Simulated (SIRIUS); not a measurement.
# Mo (P-1) in SIRIUS: a series of runs

Runs on Mo. Level: PBE. Tasks: single point.

Everything below comes from runs of SIRIUS 7.10.0. Logs are shortened: lines on timing, memory, paths and dates and some standing lists are left out, and cuts for length are marked. The log counts tension as positive stress, the text compression.

### 1 The cell of the first run

The typed cell holds 2 atoms: a = 2.752 Å, b = 3.750 Å, c = 3.774 Å, α = 78.62°, β = 69.28°, γ = 67.65°.

This isn't the form of Mo at room conditions, which is bcc.

### 2 Single point, PBE (atoms moved at random, drawn with an rms of 0.05 Å)

Contents of sirius.json:

```json
{
  "control": {
    "processing_unit": "cpu",
    "verbosity": 2,
    "num_bands_to_print": 22,
    "print_forces": true,
    "print_stress": true
  },
  "parameters": {
    "electronic_structure_method": "pseudopotential",
    "xc_functionals": ["XC_GGA_X_PBE", "XC_GGA_C_PBE"],
    "gk_cutoff": 9.0,
    "pw_cutoff": 18.0,
    "ngridk": [11, 8, 8],
    "shiftk": [0, 0, 0],
    "smearing": "fermi_dirac",
    "smearing_width": 0.0018374661,
    "num_bands": 22,
    "num_mag_dims": 0,
    "num_dft_iter": 100,
    "energy_tol": 1e-08,
    "density_tol": 1e-06
  },
  "iterative_solver": {
    "type": "davidson",
    "min_tolerance": 1e-09,
    "tolerance_scale": [0.1, 0.25]
  },
  "mixer": {
    "type": "anderson",
    "beta": 0.7,
    "max_history": 8
  },
  "settings": {
    "tol_ne": 1e-10,
    "pseudo_grid_cutoff": 6.5
  },
  "unit_cell": {
    "lattice_vectors": [
      [5.199589463244, -0.049652894075, -0.005228909981],
      [2.647679607384, -4.48591313286, -4.805703226827],
      [2.561678265938, 4.521365925636, -4.884608476599]
    ],
    "atom_coordinate_units": "lattice",
    "atom_types": ["Mo"],
    "atom_files": {
      "Mo": "Mo.json"
    },
    "atoms": {
      "Mo": [
        [0.251268, 0.756942, 0.745022],
        [0.7556, 0.24921, 0.256295]
      ]
    }
  }
}
```

Potentials or basis: PseudoDojo 0.4.1 PBE standard (scalar relativistic).

Run with:

```bash
$ upf_to_json Mo.upf
$ OMP_NUM_THREADS=1 sirius.scf --input=sirius.json --output=out.json --task=0
```

What it wrote:

```text
[info] SIRIUS version : 7.10.0
[info] number of MPI ranks           : 1
[info] MPI grid                      : 1 1
[info] maximum number of OMP threads : 1
[fft] FFT context for density and potential
[fft] =====================================
[fft]   comm size                             : 1
[fft]   plane wave cutoff                     : 18
[fft]   grid size                             : 32 45 45   total : 64800
[fft]   grid limits                           : -15 16   -22 22   -22 22
[fft]   number of G-vectors within the cutoff : 11166
[fft]   local number of G-vectors             : 11166
[fft]   number of G-shells                    : 11166
[fft] FFT context for coarse grid
[fft] =====================================
[fft]   comm size                             : 1
[fft]   plane wave cutoff                     : 18
[fft]   grid size                             : 32 45 45   total : 64800
[fft]   grid limits                           : -15 16   -22 22   -22 22
[fft]   number of G-vectors within the cutoff : 11166
[fft]   local number of G-vectors             : 11166
[fft]   number of G-shells                    : 11166
[unit cell] lattice vectors
[unit cell]   a1 :       5.1995894632     -0.0496528941     -0.0052289100
[unit cell]   a2 :       2.6476796074     -4.4859131329     -4.8057032268
[unit cell]   a3 :       2.5616782659      4.5213659256     -4.8846084766
[unit cell] reciprocal lattice vectors
[unit cell]   b1 :       1.2092186938      0.0172407560      0.6501198670
[unit cell]   b2 :      -0.0073754333     -0.7033752953     -0.6549369506
[unit cell]   b3 :       0.0059618387      0.6919946179     -0.6426619705
[unit cell] unit cell volume :       226.75792070 [a.u.^3]
[unit cell] 1/sqrt(omega)    :         0.06640775
[unit cell] MT volume        :         0.00000000 ( 0.00%)
[unit cell] IT volume        :       226.75792070 (100.00%)
[unit cell] number of atom types : 1
[unit cell] type id : 0 symbol : Mo mt_radius :  16.390000 num_atoms : 2
[unit cell] total number of atoms : 2
[unit cell] number of symmetry classes : 1
[unit cell] number of PAW atoms : 0
[unit cell] atom id  type id  class id             position                      vector_field
[unit cell] ------------------------------------------------------------------------------------------
[unit cell]      0        0        0      0.25127   0.75694   0.74502      0.00000   0.00000   0.00000
[unit cell]      1        0        0      0.75560   0.24921   0.25629      0.00000   0.00000   0.00000
[unit cell] atom id         position (Cartesian, a.u.)
[unit cell] ---------------------------------------------
[unit cell]      0       5.219137   -0.039535   -7.278093
[unit cell]      1       5.245183    0.003351   -2.453481
[unit cell] class id : 0 atom id : 0 1
[unit cell] minimum bond length:     4.824873
[unit cell] total number of pseudo wave-functions: 20
[sym] space group number   : 2
[sym] international symbol : P-1
[sym] Hall symbol          : -P 1
[sym] space group transformation matrix :
[sym]  -1.0000 -1.0000  0.0000
[sym]   0.0000  1.0000  0.0000
[sym]  -0.0000  0.0000 -1.0000
[sym] space group origin shift :
[... 247 lines left out ...]
[find] bands are converged : true
[find] iterative solver converged : false
[find] +------------------------------+
[find] | SCF iteration  10 out of 100|
[find] +------------------------------+
[diagonalize] iterative solver tolerance (occupied, empty): 2.72444e-09 2.72444e-09
[diagonalize] average number of iterations: 3.18079
[diagonalize] Lowest band energies
[diagonalize] ik:    0   -1.525994   -1.510051   -0.594238   -0.584529   -0.550311   -0.546110   -0.544446   -0.542547    0.470457    0.526047    0.561654    0.595445    0.677299    0.692785    0.700696    0.863162    0.866337    0.886925    0.933903    0.952297    0.981997    1.198181
[diagonalize] ik:    1   -1.525371   -1.510077   -0.592990   -0.583617   -0.552859   -0.548545   -0.545490   -0.543536    0.481516    0.532635    0.568225    0.605789    0.674373    0.683970    0.696352    0.847301    0.852609    0.860033    0.912806    0.990936    1.025315    1.218693
[diagonalize] ik:    2   -1.523622   -1.510221   -0.589426   -0.580985   -0.559536   -0.556045   -0.547471   -0.546349    0.511877    0.551760    0.586969    0.626422    0.657160    0.661415    0.720340    0.788913    0.821357    0.845014    0.880603    1.047977    1.094476    1.259215
[diagonalize] ik:    3   -1.521076   -1.510651   -0.584042   -0.577025   -0.568047   -0.565603   -0.551158   -0.550160    0.553063    0.581036    0.612568    0.615832    0.639329    0.688398    0.738499    0.754968    0.794383    0.819307    0.841520    1.072975    1.152886    1.222694
[diagonalize] ik:    4   -1.518189   -1.511581   -0.577526   -0.576061   -0.575208   -0.570529   -0.556723   -0.554422    0.589688    0.600185    0.613253    0.628030    0.649895    0.704984    0.723511    0.742910    0.783771    0.801234    0.845587    1.064356    1.153230    1.184711
[diagonalize] ...
[diagonalize] ik:  349   -1.517874   -1.517251   -0.601659   -0.592036   -0.559033   -0.542891   -0.539978   -0.538318    0.551992    0.589248    0.609299    0.678460    0.704403    0.716025    0.725318    0.745044    0.773263    0.789246    0.830316    0.897941    1.073606    1.079619
[diagonalize] ik:  350   -1.517097   -1.516498   -0.596900   -0.588123   -0.565343   -0.550590   -0.542560   -0.541562    0.584506    0.598271    0.625316    0.648717    0.679292    0.688654    0.740622    0.746069    0.767105    0.799073    0.827400    0.956249    1.055011    1.088402
[diagonalize] ik:  351   -1.516097   -1.515481   -0.589697   -0.582191   -0.572966   -0.560938   -0.547214   -0.546179    0.588570    0.623049    0.649456    0.650693    0.658835    0.666435    0.734393    0.751636    0.759795    0.785543    0.836186    1.026569    1.042893    1.104713
[diagonalize] ik:  352   -1.515192   -1.514523   -0.581003   -0.579115   -0.575451   -0.570264   -0.554088   -0.551752    0.582467    0.631990    0.637284    0.645447    0.677818    0.683098    0.727915    0.737540    0.738075    0.796352    0.867449    1.038347    1.075515    1.113749
[diagonalize] ik:  353   -1.514656   -1.513945   -0.581387   -0.578871   -0.571556   -0.566267   -0.562314   -0.558495    0.591935    0.614925    0.626179    0.631724    0.699084    0.705049    0.724184    0.730241    0.742453    0.767616    0.939420    1.008217    1.108285    1.180208
[find] Charges and magnetic moments
[find] --------------------------------------------------------------------------------
[find] total charge          : 28.000000
[find] Energy
[find] --------------------------------------------------------------------------------
[find] valence_eval_sum               :      -5.36851495
[find] <rho|V^{XC}>                   :     -21.39911241
[find] <rho|E^{XC}>                   :     -20.62556134
[find] <mag|B^{XC}>                   :       0.00000000
[find] <rho|V^{H}>                    :      40.14635029
[find] one-electron contribution      :     -24.11575283 (Ha),     -48.23150566 (Ry)
[find] hartree contribution           :      20.07317515
[find] xc contribution                :     -20.62556134
[find] ewald contribution             :    -115.82378747
[find] PAW contribution               :       0.00000000
[find] smearing (-TS)                 :      -0.00055401
[find] SCF correction                 :      -0.00000101
[find] Total energy                   :    -140.49192751 (Ha),    -280.98385502 (Ry)
[find] Free energy (E-TS)             :    -140.49248152 (Ha),    -280.98496305 (Ry)
[find] band gap (eV)                  :       0.00000000
[find] Efermi                         :       0.71905810
[find] iteration : 10, RMS : 2.110449453216e-08, energy difference : -1.384421466355e-10
[find] Hartree energy of density residual : 2.292635996333e-14
[find] bands are converged : true
[find] iterative solver converged : true
[find] converged after 11 SCF iterations!
[find] Charges and magnetic moments
[find] --------------------------------------------------------------------------------
[find] total charge          : 28.000000
[find] Energy
[find] --------------------------------------------------------------------------------
[find] valence_eval_sum               :      -5.36851495
[find] <rho|V^{XC}>                   :     -21.39911241
[find] <rho|E^{XC}>                   :     -20.62556134
[find] <mag|B^{XC}>                   :       0.00000000
[find] <rho|V^{H}>                    :      40.14635029
[find] one-electron contribution      :     -24.11575283 (Ha),     -48.23150566 (Ry)
[find] hartree contribution           :      20.07317515
[find] xc contribution                :     -20.62556134
[find] ewald contribution             :    -115.82378747
[find] PAW contribution               :       0.00000000
[find] smearing (-TS)                 :      -0.00055401
[find] SCF correction                 :      -0.00000101
[find] Total energy                   :    -140.49192751 (Ha),    -280.98385502 (Ry)
[find] Free energy (E-TS)             :    -140.49248152 (Ha),    -280.98496305 (Ry)
[find] band gap (eV)                  :       0.00000000
[find] Efermi                         :       0.71905810
[ground_state] === stress tensor components [kbar] ===
[ground_state] === stress_kin ===
[ground_state] -38796.938699   11.571932    1.766416
[ground_state]    11.571932-38816.926355   21.056777
[ground_state]     1.766416   21.056777-38414.441030
[ground_state] === stress_har ===
[ground_state] -8974.806681 -258.839130   12.638519
[ground_state]  -258.839130-8982.979070  107.117852
[ground_state]    12.638519  107.117852-8086.425759
[ground_state] === stress_ewald ===
[ground_state] 49916.186530 -574.601778   29.993981
[ground_state]  -574.60177849901.773278  251.104416
[ground_state]    29.993981  251.10441650459.173576
[ground_state] === stress_vloc ===
[ground_state] 20146.227404  821.947617  -43.336960
[ground_state]   821.94761720186.664125 -360.795123
[ground_state]   -43.336960 -360.79512318364.007488
[ground_state] === stress_xc ===
[ground_state]  1233.692618   -1.211357    0.066269
[ground_state]    -1.211357 1233.285446    0.756492
[ground_state]     0.066269    0.756492 1232.829372
[ground_state] === stress_core ===
[ground_state]  6670.012543   -0.422692   -0.026451
[ground_state]    -0.422692 6669.831909    0.135753
[ground_state]    -0.026451    0.135753 6666.783083
[ground_state] === stress_nonloc ===
[ground_state] -30229.652774   10.350048    0.434406
[ground_state]    10.350048-30223.700435   -4.919561
[ground_state]     0.434406   -4.919561-30166.954488
[ground_state] === stress_us_nl ===
[ground_state] -30229.652774   10.350048    0.434406
[ground_state]    10.350048-30223.700435   -4.919561
[ground_state]     0.434406   -4.919561-30166.954488
[ground_state] === stress_total ===
[ground_state]   -35.279059    8.794640    1.536179
[ground_state]     8.794640  -32.051101   14.456606
[ground_state]     1.536179   14.456606   54.972242
[ground_state] ==== total Forces in Ha/bohr =====
[ground_state] atom:    0, force:       0.0000006      0.0109662     -0.0012841
[ground_state] atom:    1, force:      -0.0000006     -0.0109662      0.0012841
[ground_state] ==== ultrasoft contribution from Qij =====
[ground_state] atom:    0, force:       0.0000000      0.0000000      0.0000000
[ground_state] atom:    1, force:       0.0000000      0.0000000      0.0000000
[ground_state] ==== non-local contribution from Beta-projector =====
[ground_state] atom:    0, force:      -0.0033407     -0.0122033      0.0046523
[ground_state] atom:    1, force:       0.0033407      0.0122033     -0.0046523
[ground_state] ==== contribution from local potential =====
[ground_state] atom:    0, force:      -0.0210661     -0.4358598      0.1034953
[ground_state] atom:    1, force:       0.0210661      0.4358598     -0.1034953
[ground_state] ==== contribution from core density =====
[ground_state] atom:    0, force:       0.0001365      0.0006577     -0.0002117
[ground_state] atom:    1, force:      -0.0001365     -0.0006577      0.0002117
[ground_state] ==== Ewald forces from ions =====
[ground_state] atom:    0, force:       0.0242709      0.4583717     -0.1092198
[ground_state] atom:    1, force:      -0.0242709     -0.4583717      0.1092198
[~DFT_ground_state] local op. applied: 189408
[~DFT_ground_state] evp. work count: 34079.5
[~DFT_ground_state] number of iterative solver steps: 12382
```

Wall time 6.7 min (1 thread of Arm Neoverse V1, shared host); peak memory 1.7 GiB.

Results:

```yaml
Free_energy: -3822.9952 eV
Pressure: 0.4 GPa
Largest_force: 0.568 eV/Å
Band_gap_on_the_k_mesh: none (metal or under the smearing width)
```

Forces in eV/Å, atoms in the order of the input:
```
Mo   0.000  0.564 -0.066
Mo   0.000 -0.564  0.066
```

### 3 Single point, PBE

Edit sirius.json of step 2 so:

```diff
@@ -39,6 +39,7 @@
     "lattice_vectors": [
-      [5.199589463244, -0.049652894075, -0.005228909981],
-      [2.647679607384, -4.48591313286, -4.805703226827],
-      [2.561678265938, 4.521365925636, -4.884608476599]
+      [0.999953902133, -0.009548947188, -0.001005592649],
+      [0.509185883562, -0.862703944906, -0.924204060365],
+      [0.492646620688, 0.869522013665, -0.93937864539]
     ],
+    "lattice_vectors_scale": 5.1998291643,
     "atom_coordinate_units": "lattice",
@@ -50,4 +51,4 @@
       "Mo": [
-        [0.251268, 0.756942, 0.745022],
-        [0.7556, 0.24921, 0.256295]
+        [0.24511452, 0.75128041, 0.74856291],
+        [0.75488548, 0.24871959, 0.25143709]
       ]
```

Potentials or basis: PseudoDojo 0.4.1 PBE standard (scalar relativistic).

Run with:

```bash
$ upf_to_json Mo.upf
$ OMP_NUM_THREADS=1 sirius.scf --input=sirius.json --output=out.json --task=0
```

What it wrote:

```text
[info] SIRIUS version : 7.10.0
[info] number of MPI ranks           : 1
[info] MPI grid                      : 1 1
[info] maximum number of OMP threads : 1
[fft] FFT context for density and potential
[fft] =====================================
[fft]   comm size                             : 1
[fft]   plane wave cutoff                     : 18
[fft]   grid size                             : 32 45 45   total : 64800
[fft]   grid limits                           : -15 16   -22 22   -22 22
[fft]   number of G-vectors within the cutoff : 11166
[fft]   local number of G-vectors             : 11166
[fft]   number of G-shells                    : 11166
[fft] FFT context for coarse grid
[fft] =====================================
[fft]   comm size                             : 1
[fft]   plane wave cutoff                     : 18
[fft]   grid size                             : 32 45 45   total : 64800
[fft]   grid limits                           : -15 16   -22 22   -22 22
[fft]   number of G-vectors within the cutoff : 11166
[fft]   local number of G-vectors             : 11166
[fft]   number of G-shells                    : 11166
[unit cell] lattice vectors
[unit cell]   a1 :       5.1995894633     -0.0496528941     -0.0052289100
[unit cell]   a2 :       2.6476796074     -4.4859131329     -4.8057032269
[unit cell]   a3 :       2.5616782659      4.5213659257     -4.8846084766
[unit cell] reciprocal lattice vectors
[unit cell]   b1 :       1.2092186938      0.0172407560      0.6501198670
[unit cell]   b2 :      -0.0073754333     -0.7033752953     -0.6549369506
[unit cell]   b3 :       0.0059618387      0.6919946179     -0.6426619705
[... 350 lines left out ...]
[ground_state] === stress_ewald ===
[ground_state] 49964.464639 -563.086875   32.954149
[ground_state]  -563.08687549914.053905  281.852375
[ground_state]    32.954149  281.85237550422.947365
[ground_state] === stress_vloc ===
[ground_state] 20062.648304  806.483517  -46.849945
[ground_state]   806.48351720171.462263 -408.668820
[ground_state]   -46.849945 -408.66882018411.229943
[ground_state] === stress_xc ===
[ground_state]  1233.416030   -1.180295    0.071707
[ground_state]    -1.180295 1232.982855    0.796961
[ground_state]     0.071707    0.796961 1232.443385
[ground_state] === stress_core ===
[ground_state]  6669.985058   -0.405700   -0.016480
[ground_state]    -0.405700 6669.851017    0.141480
[ground_state]    -0.016480    0.141480 6666.754601
[ground_state] === stress_nonloc ===
[ground_state] -30229.639209    9.905227    0.290819
[ground_state]     9.905227-30224.492119   -5.100614
[ground_state]     0.290819   -5.100614-30166.406516
[ground_state] === stress_us_nl ===
[ground_state] -30229.639209    9.905227    0.290819
[ground_state]     9.905227-30224.492119   -5.100614
[ground_state]     0.290819   -5.100614-30166.406516
[ground_state] === stress_total ===
[ground_state]   -32.084933    8.479491    1.404154
[ground_state]     8.479491  -30.446876   14.612136
[ground_state]     1.404154   14.612136   55.653994
[ground_state] ==== total Forces in Ha/bohr =====
[ground_state] atom:    0, force:       0.0003507      0.0029766     -0.0000708
[ground_state] atom:    1, force:      -0.0003507     -0.0029766      0.0000708
[ground_state] ==== ultrasoft contribution from Qij =====
[ground_state] atom:    0, force:       0.0000000      0.0000000      0.0000000
[ground_state] atom:    1, force:       0.0000000      0.0000000      0.0000000
[ground_state] ==== non-local contribution from Beta-projector =====
[ground_state] atom:    0, force:      -0.0034501     -0.0042552      0.0002588
[ground_state] atom:    1, force:       0.0034501      0.0042552     -0.0002588
[ground_state] ==== contribution from local potential =====
[ground_state] atom:    0, force:      -0.0176085     -0.1278755      0.0135844
[ground_state] atom:    1, force:       0.0176085      0.1278755     -0.0135844
[ground_state] ==== contribution from core density =====
[ground_state] atom:    0, force:       0.0001428      0.0002177     -0.0000150
[ground_state] atom:    1, force:      -0.0001428     -0.0002177      0.0000150
[ground_state] ==== Ewald forces from ions =====
[ground_state] atom:    0, force:       0.0212666      0.1348899     -0.0138986
[ground_state] atom:    1, force:      -0.0212666     -0.1348899      0.0138986
[~DFT_ground_state] local op. applied: 188839
[~DFT_ground_state] evp. work count: 34050.5
[~DFT_ground_state] number of iterative solver steps: 12163
```

Wall time 5.5 min (1 thread of Arm Neoverse V2, shared host); peak memory 1.7 GiB.

Results:

```
Free energy            : -3823.0070 eV
Pressure               : 0.2 GPa
Largest force          : 0.154 eV/Å
Band gap on the k mesh : none (metal or under the smearing width)
```

Forces on the atoms (eV/Å):
```
Mo   0.018  0.153 -0.004
Mo  -0.018 -0.153  0.004
```

Stress tensor (GPa, compression positive):
```
 3.21 -0.85 -0.14
-0.85  3.04 -1.46
-0.14 -1.46 -5.57
```
